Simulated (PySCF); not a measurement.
Geometries of 5 isomers of C3H6O, from PBE0-D3(BJ)/def2-SVP geometry optimisation, gas phase (PySCF 2.14.0). One conformer each, no zero-point energy, no frequencies.

Task: Which isomer lies lowest at this level?
A.
```xyz
10
angstrom
C     -1.063    0.470   -0.100
C      0.046   -0.558   -0.172
C      1.378   -0.058    0.312
O      1.588    1.058    0.705
H     -2.012    0.059   -0.472
H     -0.813    1.359   -0.696
H     -1.217    0.810    0.935
H     -0.188   -1.468    0.412
H      0.203   -0.929   -1.203
H      2.203   -0.819    0.283
```
B.
```xyz
10
angstrom
C     -1.227   -0.094    0.152
C      0.107    0.439   -0.276
C      1.355   -0.288   -0.037
O      0.998    0.827    0.748
H     -1.114   -0.794    0.992
H     -1.725   -0.617   -0.680
H     -1.885    0.727    0.478
H      0.086    1.131   -1.132
H      1.319   -1.262    0.470
H      2.211   -0.146   -0.709
```
C.
```xyz
10
angstrom
C      1.475    0.270    0.470
C      0.358    0.492   -0.223
C     -0.720   -0.521   -0.454
O     -1.985   -0.058   -0.061
H      2.233    1.046    0.607
H      1.679   -0.707    0.922
H      0.169    1.482   -0.659
H     -0.798   -0.736   -1.533
H     -0.446   -1.476    0.040
H     -1.926    0.186    0.869
```
D.
```xyz
10
angstrom
C     -0.099    0.656   -0.441
C      1.058   -0.203    0.085
O      0.161   -1.154    0.649
C     -0.973   -0.370    0.291
H     -0.146    1.689   -0.070
H     -0.209    0.660   -1.534
H      1.721   -0.650   -0.677
H      1.690    0.283    0.851
H     -1.509    0.020    1.176
H     -1.694   -0.931   -0.330
```
E.
```xyz
10
angstrom
C      1.275   -0.240   -0.041
C      0.036    0.620   -0.145
C     -1.285   -0.072    0.094
O      0.102    1.799   -0.394
H      1.505   -0.405    1.025
H      1.129   -1.230   -0.497
H      2.125    0.276   -0.505
H     -2.093    0.669    0.124
H     -1.262   -0.649    1.032
H     -1.478   -0.792   -0.718
```

Result: E. That is acetone, `CC(C)=O`, 5.9 kcal/mol below the next.

```tsv
SMILES	atoms numbered as above	E (Eh)	relative (kcal/mol)	relative (kJ/mol)	dipole (D)
CC(C)=O	[CH3:1][C:2]([CH3:3])=[O:4]	-192.79104	0.0	0.0	2.84
CCC=O	[CH3:1][CH2:2][CH:3]=[O:4]	-192.78157	5.9	24.9	2.55
C=CCO	[CH2:1]=[CH:2][CH2:3][OH:4]	-192.75109	25.1	104.9	1.46
C[C@@H]1CO1	[CH3:1][C@@H:2]1[CH2:3][O:4]1	-192.74791	27.1	113.2	1.91
C1COC1	[CH2:1]1[CH2:2][O:3][CH2:4]1	-192.74455	29.2	122.1	1.93
```

As drawn, the lowest has a C=O bond, which the highest lacks; the highest has a four-membered ring, which the lowest lacks.
